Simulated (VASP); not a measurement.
# Si2Mo (I4/mmm) in VASP: further runs, part 2 of 2

VASP 6.6.1. Earlier steps stand in the parts before.

**5. Relaxation of cell and atoms, PBEsol+ULG**

This run uses another cell than the first one: it holds 6 atoms, not 3.

INCAR reads:

```
SYSTEM = Si2Mo
ALGO = Normal ; EDIFF = 1E-7
EDIFFG = -0.01 ; ENCUT = 600
GGA = PS ; IBRION = 2
ISIF = 3 ; ISMEAR = 0
IVDW = 3 ; LASPH = .True.
LCHARG = .False. ; LREAL = .False.
LWAVE = .False. ; NELM = 80
NSW = 40 ; PREC = Accurate
SIGMA = 0.1
```

Si2Mo.cif reads:

```cif
data_Si2Mo
_cell_length_a 3.20000000
_cell_length_b 3.20000000
_cell_length_c 7.86100000
_cell_angle_alpha 90.00000000
_cell_angle_beta 90.00000000
_cell_angle_gamma 90.00000000
_space_group_name_H-M_alt 'I4/mmm'
_space_group_name_Hall '-I 4 2'
_space_group_IT_number 139
loop_
_space_group_symop_operation_xyz
'x,y,z'
'-x,-y,-z'
'-y,x,z'
'y,-x,-z'
'-x,-y,z'
'x,y,-z'
'y,-x,z'
'-y,x,-z'
'x,-y,-z'
'-x,y,z'
'-y,-x,-z'
'y,x,z'
'-x,y,-z'
'x,-y,z'
'y,x,-z'
'-y,-x,z'
'x+1/2,y+1/2,z+1/2'
'-x+1/2,-y+1/2,-z+1/2'
'-y+1/2,x+1/2,z+1/2'
'y+1/2,-x+1/2,-z+1/2'
'-x+1/2,-y+1/2,z+1/2'
'x+1/2,y+1/2,-z+1/2'
'y+1/2,-x+1/2,z+1/2'
'-y+1/2,x+1/2,-z+1/2'
'x+1/2,-y+1/2,-z+1/2'
'-x+1/2,y+1/2,z+1/2'
'-y+1/2,-x+1/2,-z+1/2'
'y+1/2,x+1/2,z+1/2'
'-x+1/2,y+1/2,-z+1/2'
'x+1/2,-y+1/2,z+1/2'
'y+1/2,x+1/2,-z+1/2'
'-y+1/2,-x+1/2,z+1/2'
loop_
_atom_site_label
_atom_site_type_symbol
_atom_site_symmetry_multiplicity
_atom_site_Wyckoff_symbol
_atom_site_fract_x
_atom_site_fract_y
_atom_site_fract_z
_atom_site_occupancy
Mo1 Mo 2 a 0.0000000000 0.0000000000 0.0000000000 1
Si1 Si 4 e 0.5000000000 0.5000000000 0.1670000000 1
```

KPOINTS reads:

```
k-points
0
Gamma
  8 8 4
  0 0 0
```

POSCAR reads:

```
Mo Si
 1.0000000000000000
     3.2000000000000002    0.0000000000000000    0.0000000000000000
     0.0000000000000000    3.2000000000000002    0.0000000000000000
     0.0000000000000000    0.0000000000000000    7.8609999999999998
 Mo  Si 
   2   4
Cartesian
  0.0000000000000000  0.0000000000000000  0.0000000000000000
  1.6000000000000001  1.6000000000000001  3.9304999999999999
  1.6000000000000001  1.6000000000000001  1.3127869999999999
  1.6000000000000001  1.6000000000000001  6.5482129999999996
  0.0000000000000000  0.0000000000000000  5.2432870000000005
  0.0000000000000000  0.0000000000000000  2.6177129999999997
```

Potentials or basis: VASP PAW PBE potentials, release 64 (Mo_sv, Si).

On the command line:

```console
ase convert -i cif -o vasp Si2Mo.cif POSCAR
cat potpaw_PBE.64/Mo_sv/POTCAR potpaw_PBE.64/Si/POTCAR > POTCAR
mpirun -np 1 vasp_std > vasp.out
```

OUTCAR:

```text
SYSTEM = Si2Mo
   EDIFF = 1E-7
   EDIFFG = -0.01
   ENCUT = 600
   GGA = PS
   IBRION = 2
   ISIF = 3
   ISMEAR = 0
   IVDW = 3
   LASPH = .True.
   LREAL = .False.
   NELM = 80
   NSW = 40
   PREC = Accurate
  IVDW =   3

 ion  position               nearest neighbor table
   1  0.000  0.000  0.000-   3 2.62   4 2.62   3 2.62   4 2.62   3 2.62   4 2.62   3 2.62   4 2.62
                             5 2.62   6 2.62
   2  0.500  0.500  0.500-   5 2.62   6 2.62   5 2.62   6 2.62   5 2.62   6 2.62   5 2.62   6 2.62
                             3 2.62   4 2.62
   3  0.500  0.500  0.167-   6 2.61   6 2.61   6 2.61   6 2.61   1 2.62   1 2.62   1 2.62   1 2.62
                             2 2.62   4 2.63
   4  0.500  0.500  0.833-   5 2.61   5 2.61   5 2.61   5 2.61   1 2.62   1 2.62   1 2.62   1 2.62
                             2 2.62   3 2.63
   5  0.000  0.000  0.667-   4 2.61   4 2.61   4 2.61   4 2.61   2 2.62   2 2.62   2 2.62   2 2.62
                             1 2.62   6 2.63
   6  0.000  0.000  0.333-   3 2.61   3 2.61   3 2.61   3 2.61   2 2.62   2 2.62   2 2.62   2 2.62
                             1 2.62   5 2.63

  LATTYP: Found a simple tetragonal cell.
 ALAT       =     3.2000000000
 C/A-ratio  =     2.4565625000

  Lattice vectors:

 A1 = (   3.2000000000,   0.0000000000,   0.0000000000)
 A2 = (   0.0000000000,   3.2000000000,   0.0000000000)
 A3 = (   0.0000000000,   0.0000000000,   7.8610000000)

Analysis of symmetry for initial positions (statically):
=====================================================================
 Subroutine PRICEL returns following result:

  LATTYP: Found a body centered tetragonal cell.
 ALAT       =     3.2000000000
 C/A-ratio  =     2.4565625000

  Lattice vectors:

 A1 = (  -1.6000000000,   1.6000000000,   3.9305000000)
 A2 = (   1.6000000000,  -1.6000000000,   3.9305000000)
 A3 = (   1.6000000000,   1.6000000000,  -3.9305000000)

   2 primitive cells build up your supercell.

 Routine SETGRP: Setting up the symmetry group for a
 simple tetragonal supercell.

 Subroutine GETGRP returns: Found 16 space group operations
 (whereof 16 operations were pure point group operations)
 out of a pool of 16 trial point group operations.

The static configuration has the point symmetry D_4h.

Analysis of symmetry for dynamics (positions and initial velocities):
=====================================================================
 Subroutine PRICEL returns following result:
[... 155 lines left out ...]
   EMIN   =  10.00;   EMAX   =-10.00  energy-range for DOS
   EFERMI =   0.00;   METHOD = LEGACY
   ISMEAR =     0;   SIGMA  =   0.10  broadening in eV -4-tet -1-fermi 0-gaus
   EFERMI_NEDOS =   21; number of points for ismear=-14 and -15
   IALGO  =     38    algorithm
   IMIX   =      4    mixing-type and parameters
     AMIX     =   0.40;   BMIX     =  1.00
     AMIX_MAG =   1.60;   BMIX_MAG =  1.00
  volume/ion in A,a.u.               =      13.42        90.54
  Fermi-wavevector in a.u.,A,eV,Ry     =   1.338546  2.529484 24.377614  1.791704
  Thomas-Fermi vector in A             =   2.467007
   LORBIT       =      0    0 simple, 1 ext, 2 COOP (PROOUT), +10 PAW based schemes
   GGA     = PS    functional components
   LHFCALC =     F    Hartree Fock is set to
   AEXX    =    0.0000 exact exchange contribution
   IVDW    =     3    specifies the selected vdW correction
   LEPSILON=     F    determine dielectric tensor
   LRPA    =     F    only Hartree local field effects (RPA)
 conjugate gradient relaxation of ions
 non-spin polarized calculation
 Gauss-broadening in eV      SIGMA  =   0.10
  energy-cutoff  :      600.00
  volume of cell :       80.50
 maximum number of plane-waves:      2708
 NGX is ok and might be reduce to    28

--------------------------------------- Ionic step        1  -------------------------------------------

 number of electron      43.9999996 magnetization

 Free energy of the ion-electron system (eV)
  ---------------------------------------------------
  ext. energy  EPLUGINS =         0.00000000
  ---------------------------------------------------
  free energy    TOTEN  =       -50.15032791 eV

  energy without entropy =      -50.14830063  energy(sigma->0) =      -50.14931427

------------------------ aborting loop because EDIFF is reached ----------------------------------------

  ULGs method for vdW energy calculation

  Number of pair interactions contributing to vdW energy:  136710
[... 221 lines left out ...]
--------------------------------------- Ionic step        6  -------------------------------------------

 number of electron      44.0000001 magnetization

 Free energy of the ion-electron system (eV)
  ---------------------------------------------------
  ext. energy  EPLUGINS =         0.00000000
  ---------------------------------------------------
  free energy    TOTEN  =       -50.15168216 eV

  energy without entropy =      -50.14952748  energy(sigma->0) =      -50.15060482

 E-fermi :  12.3810     XC(G=0): -12.6384

 val. band max:       12.2946049786   @ k =   0.1250   0.1250   0.0000
 cond. band min:      12.8231966805   @ k =   0.2500   0.1250   0.0000
 fundamental gap:      0.5285917018
 Fermi energy:        12.3809866787

 k-point     1 :       0.0000    0.0000    0.0000
  band No.  band energies     occupation
      1     -48.0030      2.00000
      2     -48.0023      2.00000
      3     -22.2374      2.00000
      4     -22.2091      2.00000
      5     -22.1135      2.00000
      6     -22.1135      2.00000
[... 1149 lines left out ...]
     25      14.6690      0.00000
     26      14.6690      0.00000

 [... further k-points ...]

------------------------ aborting loop because EDIFF is reached ----------------------------------------

  ULGs method for vdW energy calculation

  Number of pair interactions contributing to vdW energy:  140118
[... 31 lines left out ...]
  FREE ENERGIE OF THE ION-ELECTRON SYSTEM (eV)
  ---------------------------------------------------
  free  energy   TOTEN  =       -52.0105685787 eV

  energy  without entropy=      -52.0084138976  energy(sigma->0) =      -52.00949124

 reached required accuracy - stopping structural energy minimisation
```

CONTCAR:

```text
Mo Si
   1.00000000000000
     3.1727093725802695    0.0000000000000000    0.0000000000000000
     0.0000000000000000    3.1727093725802695    0.0000000000000000
     0.0000000000000000    0.0000000000000000    7.7821205153427639
  Mo              Si
     2     4
Direct
     0.0000000000000000    0.0000000000000000    0.0000000000000000
     0.5000000000000000    0.5000000000000000    0.5000000000000000
     0.5000000000000000    0.5000000000000000    0.1650334070450024
     0.5000000000000000    0.5000000000000000    0.8349665929549978
     0.0000000000000000    0.0000000000000000    0.6650334070450022
     0.0000000000000000    1.0000000000000000    0.3349665929549977

  0.00000000E+00  0.00000000E+00  0.00000000E+00
  0.00000000E+00  0.00000000E+00  0.00000000E+00
  0.00000000E+00  0.00000000E+00  0.00000000E+00
  0.00000000E+00  0.00000000E+00  0.00000000E+00
  0.00000000E+00  0.00000000E+00  0.00000000E+00
  0.00000000E+00  0.00000000E+00  0.00000000E+00
```

Wall time 7.6 min (1 thread of Intel Xeon Platinum 8488C (Sapphire Rapids), shared host); peak memory 0.28 GiB.

Results:

* Free energy: -52.0106 eV
* Relaxed volume: 13.06 Å³/atom
* Relaxed cell: a = 3.173 Å, b = 3.173 Å, c = 7.782 Å, α = 90.00°, β = 90.00°, γ = 90.00°
* Space group after relaxing (to 0.05 Å): I4/mmm (No. 139)
* Energy gained by relaxing: 8.9 meV/atom
* Ionic steps: 6
* Pressure after relaxing: 0.1 GPa
* Band gap on the k mesh: none (metal or under the smearing width)
* Dispersion energy per atom: -0.310 eV

The path:
| step | energy change (eV) | largest force (eV/Å) | pressure (GPa) | volume (Å³) |
| --- | --- | --- | --- | --- |
| 1 | 0.0000 | 0.3560 | -6.12 | 80.50 |
| 2 | 0.0896 | 0.1651 | 12.61 | 74.67 |
| 3 | -0.0500 | 0.1840 | 0.22 | 78.25 |
| 4 | -0.0501 | 0.1802 | 0.35 | 78.20 |
| 5 | -0.0535 | 0.0166 | 0.12 | 78.32 |
| 6 | -0.0535 | 0.0015 | 0.09 | 78.34 |

Final structure:
```cif
data_structure
_symmetry_space_group_name_H-M 'P 1'
_symmetry_Int_Tables_number 1
_cell_length_a 3.1727
_cell_length_b 3.1727
_cell_length_c 7.7821
_cell_angle_alpha 90.000
_cell_angle_beta 90.000
_cell_angle_gamma 90.000
_cell_volume 78.34
loop_
_atom_site_label
_atom_site_type_symbol
_atom_site_fract_x
_atom_site_fract_y
_atom_site_fract_z
_atom_site_occupancy
Mo1 Mo 0.00000 0.00000 0.00000 1
Mo2 Mo 0.50000 0.50000 0.50000 1
Si1 Si 0.50000 0.50000 0.16503 1
Si2 Si 0.50000 0.50000 0.83497 1
Si3 Si 0.00000 0.00000 0.66503 1
Si4 Si 0.00000 0.00000 0.33497 1
```

Caveat: atom-pairwise D2, TS and ULG terms overbind metals; the PAW data sets were made with another functional, which shifts forces and pressure a little; pairwise dispersion overbinds metals, which lowers pressure and volume.

**6. For comparison**

An earlier run on the cell as given: functional PBEsol; potentials or basis VASP PAW PBE potentials, release 64 (Mo_sv, Si); cutoff 520 eV; k mesh 12 × 12 × 12; occupations fermi-dirac, width 0.05 eV; no spin polarisation.

- Pressure: -2.4 GPa
- Largest force: 0.322 eV/Å
- Band gap on the k mesh: none (metal or under the smearing width)

**7. The runs side by side**

```tsv
task	level	cell	k mesh	cutoff (eV)	smearing	ladder	gap on the mesh (eV)	pressure (GPa)	largest force (eV/Å)
single point	PBE	as given	12 × 12 × 12	520	gaussian 0.02 eV	-	none	2.4	0.27
relaxation of cell and atoms	PBEsol+ULG	relaxed	8 × 8 × 4	600	gaussian 0.1 eV	-	none	0.1	-
single point	PBEsol	as given	12 × 12 × 12	520	fermi-dirac 0.05 eV	free	none	-2.4	0.32
```

Alike in all rows: potentials or basis VASP PAW PBE potentials, release 64 (Mo_sv, Si); no spin polarisation.

Caveats: the PAW data sets were made with another functional, which shifts forces and pressure a little (some runs); atom-pairwise D2, TS and ULG terms overbind metals (some runs); pairwise dispersion overbinds metals, which lowers pressure and volume (some runs).

Total energies depend on the potentials used, so only differences within one code and one set of settings carry meaning.
